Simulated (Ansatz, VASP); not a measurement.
**Co in VASP and in Ansatz**

File INCAR:

```
SYSTEM = Co
  PREC = Accurate
  ENCUT = 520
  EDIFF = 1E-6
  ISMEAR = -1
  SIGMA = 0.05
  LREAL = .FALSE.
  LASPH = .TRUE.
  NELM = 150
  ALGO = Normal
  ISIF = 2
  LWAVE = .FALSE.
  LCHARG = .TRUE.
  ISPIN = 2
  MAGMOM = 0.2
  LORBIT = 11
  LMAXMIX = 4
  GGA = PE
  LELF = .TRUE.
  LVHAR = .TRUE.
  NBANDS = 14
```

Contents of KPOINTS:

```
regular mesh
0
G
  17 17 17
  0 0 0
```

POSCAR

```
Co
1.0
    2.0578604358      0.0000000000      0.0000000000
    0.0000000000      2.0578604358      0.0000000000
    0.0000000000      0.0000000000      2.0578604358
Co
1
Direct
    0.0000000000      0.0000000000      0.0000000000
```

Input for Ansatz:

```yaml
crystal:
  lattice:
    - [2.0578604358, 0.0, 0.0]
    - [0.0, 2.0578604358, 0.0]
    - [0.0, 0.0, 2.0578604358]
  atoms:
    - { symbol: Co, position: [0.0, 0.0, 0.0], spin: 0.2 }
magnetization:
  spin_polarized: true
kpoints:
  mp_grid: { grid: [17, 17, 17] }
scf:
  occupations: { method: fermi_dirac, width: 0.05 }
hamiltonian:
  xc: pbe
  pseudopotentials: { kind: all_electron, lapw: { basis_error: 0.001 } }
output:
  forces: true
  stress: true
  eigenvalues: true
  populations: true
```

This isn't the form of Co at room conditions, which is hcp.

Alike in both runs: task single point; functional PBE; k mesh 17 × 17 × 17; occupations fermi-dirac, width 0.05 eV; collinear spin.

|  | VASP | Ansatz |
| --- | --- | --- |
| version | VASP 6.6.1 | Ansatz 0.2.0 |
| potentials or method | VASP PAW PBE potentials, release 64 (Co) | all-electron LAPW, scalar-relativistic |
| plane-wave cutoff (eV) | 520 | see its input |

```tsv
	VASP	Ansatz	Ansatz less VASP
gap on the k mesh at the Fermi level (eV)	none	none	-
net moment per atom (μB)	0.00	1.13	+1.133
size of the moment on the site where the two differ most (μB)	0.00	1.14	+1.140
```

The net moments differ so much that the two runs ended in different magnetic states, which moves the other rows too. Site moments also hang on the region over which each program counts them. A gap of «none» marks a metal or a gap that the smearing closes. Ansatz ran all-electron here, so the differences hold the error of VASP's frozen core and of both bases.
